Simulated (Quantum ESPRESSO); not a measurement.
The system is WS2, a slab with vacuum.

```xyz
3
Lattice="3.1835 0.0000 0.0000 -1.5918 2.7570 0.0000 0.0000 0.0000 16.9506" Properties=species:S:1:pos:R:3 pbc="T T T"
W    -0.2276    1.8311   16.7071
S     1.7055    0.9225   15.5128
S     1.7055    0.9225    1.6812
```

Below is the output of Quantum ESPRESSO 7.5 for this cell. Logs are shortened: lines on timing, memory, paths and dates and some standing lists are left out, and cuts for length are marked.

```text
This program is part of the open-source Quantum ESPRESSO suite
     for quantum simulation of materials; please cite
[... 6 lines left out ...]
     --------------------
     sticks:   dense  smooth     PW     G-vecs:    dense   smooth      PW
     Sum        1099     559    163               156315    55405    8921

     Using Slab Decomposition

     bravais-lattice index     =            0
     lattice parameter (alat)  =       6.0160  a.u.
     unit-cell volume          =    1003.9820 (a.u.)^3
     number of atoms/cell      =            3
     number of atomic types    =            2
     number of electrons       =        26.00
     number of Kohn-Sham states=           20
     kinetic-energy cutoff     =      55.0000  Ry
     charge density cutoff     =     440.0000  Ry
     scf convergence threshold =      6.0E-10
     mixing beta               =       0.5000
     number of iterations used =            8  plain     mixing
     Exchange-correlation=  SLA  PW   PBX  PBC
                           (   1   4   3   4   0   0   0)

     celldm(1)=   6.015974  celldm(2)=   0.000000  celldm(3)=   0.000000
     celldm(4)=   0.000000  celldm(5)=   0.000000  celldm(6)=   0.000000

     crystal axes: (cart. coord. in units of alat)
               a(1) = (   1.000000   0.000000   0.000000 )
               a(2) = (  -0.500000   0.866025   0.000000 )
               a(3) = (   0.000000   0.000000   5.324483 )

     reciprocal axes: (cart. coord. in units 2 pi/alat)
               b(1) = (  1.000000  0.577350 -0.000000 )
               b(2) = (  0.000000  1.154701  0.000000 )
               b(3) = (  0.000000 -0.000000  0.187812 )

     PseudoPot. # 1 for W  read from file:
     W_pbe_v1.2.uspp.F.UPF
     Pseudo is Ultrasoft + core correction, Zval = 14.0
     Generated by new atomic code, or converted to UPF format
     Using radial grid of  923 points,  8 beta functions with:
                l(1) =   0
                l(2) =   0
                l(3) =   0
                l(4) =   1
                l(5) =   1
                l(6) =   2
                l(7) =   2
                l(8) =   3
     Q(r) pseudized with  6 coefficients,  rinner =    1.350   1.350   1.350
                                                       1.350   1.350   1.350
                                                       1.350

     PseudoPot. # 2 for S  read from file:
     s_pbe_v1.4.uspp.F.UPF
     Pseudo is Ultrasoft + core correction, Zval =  6.0
     Generated by new atomic code, or converted to UPF format
     Using radial grid of  907 points,  6 beta functions with:
                l(1) =   0
                l(2) =   0
                l(3) =   1
                l(4) =   1
                l(5) =   2
                l(6) =   2
     Q(r) pseudized with  8 coefficients,  rinner =    1.300   1.300   1.300
                                                       1.300   1.300

     atomic species   valence    mass     pseudopotential
     W                14.00   183.84000     W ( 1.00)
     S                 6.00    32.06000     S ( 1.00)

     No symmetry found

   Cartesian axes

     site n.     atom                  positions (alat units)
         1        W      tau(   1) = (  -0.0714858   0.5751826   5.2480077  )
         2        S      tau(   2) = (   0.5357429   0.2897590   4.8728651  )
         3        S      tau(   3) = (   0.5357429   0.2897590   0.5280926  )

     number of k points=   104  Fermi-Dirac smearing, width (Ry)=  0.0037

     Number of k-points >= 100: set verbosity='high' to print them.

     Dense  grid:   156315 G-vectors     FFT dimensions: (  45,  45, 216)

     Smooth grid:    55405 G-vectors     FFT dimensions: (  30,  30, 160)

     Initial potential from superposition of free atoms

     starting charge      25.8996, renormalised to      26.0000

     negative rho (up, down):  6.285E-02 0.000E+00
     Starting wfcs are   21 randomized atomic wfcs

     Self-consistent Calculation

     iteration #  1     ecut=    55.00 Ry     beta= 0.50
     Davidson diagonalization with overlap
     ethr =  1.00E-02,  avg # of iterations =  5.9

     Threshold (ethr) on eigenvalues was too large:
     Diagonalizing with lowered threshold

     Davidson diagonalization with overlap
     ethr =  3.81E-04,  avg # of iterations =  4.5

     negative rho (up, down):  6.493E-02 0.000E+00

     total energy              =    -207.23169709 Ry
     estimated scf accuracy    <       0.11666518 Ry

     iteration #  2     ecut=    55.00 Ry     beta= 0.50
     Davidson diagonalization with overlap
     ethr =  4.49E-04,  avg # of iterations =  5.2
[... 78 lines left out ...]
     iteration # 11     ecut=    55.00 Ry     beta= 0.50
     Davidson diagonalization with overlap
     ethr =  6.32E-12,  avg # of iterations =  3.1

     negative rho (up, down):  6.752E-02 0.000E+00

     End of self-consistent calculation

     Number of k-points >= 100: set verbosity='high' to print the bands.

     the Fermi energy is     1.2465 ev

!    total energy              =    -207.25358795 Ry
     estimated scf accuracy    <          8.0E-11 Ry
     smearing contrib. (-TS)   =      -0.00043090 Ry
     internal energy E=F+TS    =    -207.25315705 Ry

     The total energy is F=E-TS. E is the sum of the following terms:
     one-electron contribution =    -863.19654201 Ry
     hartree contribution      =     432.27421572 Ry
     xc contribution           =     -58.36979524 Ry
     ewald contribution        =     282.03896449 Ry

     convergence has been achieved in  11 iterations

     negative rho (up, down):  6.752E-02 0.000E+00

     Forces acting on atoms (cartesian axes, Ry/au):

     atom    1 type  1   force =     0.34835203    0.09829619    0.47770377
     atom    2 type  2   force =    -0.30773055   -0.10772834   -0.38962734
     atom    3 type  2   force =    -0.04062148    0.00943215   -0.08807642

     Total force =     0.791721     Total SCF correction =     0.000008

     Computing stress (Cartesian axis) and pressure

     negative rho (up, down):  6.752E-02 0.000E+00
          total   stress  (Ry/bohr**3)                   (kbar)     P=       88.11
   0.00062699   0.00049386   0.00054441           92.23       72.65       80.09
   0.00049386   0.00061381   0.00027627           72.65       90.29       40.64
   0.00054441   0.00027627   0.00055615           80.09       40.64       81.81

=------------------------------------------------------------------------------=
   JOB DONE.
=------------------------------------------------------------------------------=
```

Write the input and the command behind it.

Single point with PBE, no spin polarisation. The files as run (others can give the same):

pw.in
```
&CONTROL
  calculation = 'scf'
  prefix = 'pwscf'
  outdir = './tmp'
  pseudo_dir = './pseudo'
  tprnfor = .true.
  tstress = .true.
  disk_io = 'nowf'
/
&SYSTEM
  ibrav = 0
  nat = 3
  ntyp = 2
  ecutwfc = 55
  ecutrho = 440
  nbnd = 20
  occupations = 'smearing'
  smearing = 'fd'
  degauss = 0.00367493
/
&ELECTRONS
  conv_thr = 6d-10
  electron_maxstep = 120
  mixing_beta = 0.5
/
ATOMIC_SPECIES
W    183.8400 W_pbe_v1.2.uspp.F.UPF
S     32.0600 s_pbe_v1.4.uspp.F.UPF
CELL_PARAMETERS angstrom
   3.1835163600    0.0000000000    0.0000000000
  -1.5917581800    2.7570060400    0.0000000000
   0.0000000000    0.0000000000   16.9505778900
ATOMIC_POSITIONS crystal
W      0.2605959800    0.6641636200    0.9856371000
S      0.7030353400    0.3345848500    0.9151809400
S      0.7030353400    0.3345848500    0.0991819600
K_POINTS automatic
10 10 2 0 0 0
```

Potentials or basis: SSSP 1.3 efficiency PBE.
Command:
```bash
$ OMP_NUM_THREADS=1 pw.x -in pw.in > pw.out
```
